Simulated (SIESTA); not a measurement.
Ni:

```
CELL_PARAMETERS angstrom
2.44802 0.00000 0.00000
-1.22401 2.12005 0.00000
0.00000 0.00000 4.07281
ATOMIC_POSITIONS crystal
Ni 0.66667 0.33333 0.75000
Ni 0.33333 0.66667 0.25000
```

This isn't the form of Ni at room conditions, which is fcc.

| Property | Result |
| --- | --- |
| Program | SIESTA 5.4.2 |
| Task | single point |
| Functional | PBE |
| Potentials or basis | PseudoDojo 0.4 standard (PBE files) |
| Basis | DZP (energy shift 0.002 Ry) |
| Grid cutoff | 800 Ry |
| Energy shift | 0.002 Ry |
| k mesh | 12 × 12 × 7 |
| Occupations | fermi-dirac, width 0.05 eV |
| Spin | collinear spin, ferromagnetic start |
| Starting moments | [1.0, 1.0] μB |

On this cell: pressure 7.0 GPa; largest force under 0.003 eV/Å; net moment 1.34 μB per cell; site moments Ni +0.67 μB; band gap on the k mesh none (metal or under the smearing width).

The same run follows on a disturbed copy (atoms moved at random, drawn with an rms of 0.05 Å):

```xyz
2
Lattice="2.4480 0.0000 0.0000 -1.2240 2.1201 0.0000 0.0000 0.0000 4.0728" Properties=species:S:1:pos:R:3 pbc="T T T"
Ni    1.2363    0.7112    3.0766
Ni    0.0318    1.3958    0.9957
```

Problem. What changes?

Solution. The energy (extrapolated to zero smearing) moves by +6.1 meV/atom; pressure 7.5 GPa; largest force 0.461 eV/Å; net moment 1.34 μB per cell; site moments Ni +0.67 μB; band gap on the k mesh none (metal or under the smearing width).

Forces in eV/Å, atoms in the order of the input:
```
Ni   0.024 -0.024 -0.460
Ni  -0.026  0.023  0.460
```

Stress tensor (GPa, compression positive):
```
 8.94 -0.25 -0.15
-0.25  8.31  0.05
-0.15  0.05  5.19
```

Caveats: semicore shells carry a single zeta, which can move pressures by several GPa and volumes by a few percent; the basis of atomic orbitals isn't converged, which shifts pressures, moduli and gaps.
